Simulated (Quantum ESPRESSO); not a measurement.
Crystal: Si.

```
Si
1.0
     0.00000    2.72185    2.72185
     2.72185    0.00000    2.72185
     2.72185    2.72185    0.00000
Si
2
Direct
  0.50000 0.50000 0.50000
  0.75000 0.75000 0.75000
```

| Property | Result |
| --- | --- |
| Program | Quantum ESPRESSO 7.5 |
| Task | phonons |
| Functional | PBE |
| Dispersion | D3(BJ) |
| Potentials or basis | PseudoDojo 0.4.1 SR PBE standard |
| Cutoff | 490 eV |
| Density cutoff | 1959 eV |
| k mesh | 8 × 8 × 8, shifted |
| Occupations | fermi-dirac, width 0.05 eV |
| Spin | no spin polarisation |
| Mixing beta | 0.5 |
| Most SCF iterations | 120 |
| SCF threshold | 4e-10 Ry |

The cell and the atoms were relaxed first, to 19.90 Å³/atom (a = 3.832 Å, b = 3.832 Å, c = 3.832 Å, α = 60.00°, β = 60.00°, γ = 60.00°), and the response was taken there.

The first run showed a gap, so the response started from a second, tighter run with fixed occupations.

Problem. Which optical modes does the crystal have at the zone centre, and which show in infrared and Raman spectra?

Solution. The optical modes are T2g. None is infrared active. Raman active: T2g.

Optical modes at Γ, degenerate ones joined, polar ones without the macroscopic field:
| cm⁻¹ | components | symmetry | active in | IR intensity, summed ((D/Å)²/amu) |
| --- | --- | --- | --- | --- |
| 515 | 3 | T2g | Raman | 0.00 |

Born effective charge tensors (e):
atom 1, Si
```
0.00 0.00 0.00
0.00 0.00 0.00
0.00 0.00 0.00
```
atom 2, Si
```
0.00 0.00 0.00
0.00 0.00 0.00
0.00 0.00 0.00
```

Electronic dielectric tensor:
```
12.88  0.00  0.00
 0.00 12.88  0.00
 0.00  0.00 12.88
```
